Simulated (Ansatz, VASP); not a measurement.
## CO2 in VASP and in Ansatz

```
C O
1.0
    -1.98249    1.98249    2.99124
     1.98249   -1.98249    2.99124
     1.98249    1.98249   -2.99124
C O
2 4
Direct
  0.00000 0.00000 0.00000
  0.75000 0.25000 0.50000
  0.37500 0.28930 0.41430
  0.71070 0.12500 0.08570
  0.87500 0.96070 0.58570
  0.03930 0.62500 0.91430
```

Alike in both runs: functional PBE; k mesh 8 × 8 × 8; occupations gaussian, width 0.02 eV; no spin polarisation.

Ansatz relaxed the structure, and its values are those at the end. VASP's run is a single point on that final structure, the one shown.

```csv
,VASP,Ansatz
version,VASP 6.6.1,Ansatz 0.2.0
potentials or method,"VASP PAW PBE potentials, release 64 (C, O)","scalar-relativistic, plane waves, PAW"
plane-wave cutoff (eV),520,420
valence electrons in the cell,32,32
```

Ansatz gave:

* gap on the k mesh at the Fermi level (eV): 7.71
* least direct gap on the mesh (eV): 8.13
* pressure (GPa): 0.0
* rms of the force components (eV/Å): 0.000

**Question.** Estimate VASP's values.

**Answer.** gap on the k mesh at the Fermi level (eV): 7.64; least direct gap on the mesh (eV): 8.09; pressure (GPa): 1.4; rms of the force components (eV/Å): 0.036.

The functional is the same, so the differences come from potentials, cutoffs and numerics.

A k mesh can miss the band edges. PBE gaps usually lie below the measured ones, often by a third to a half.
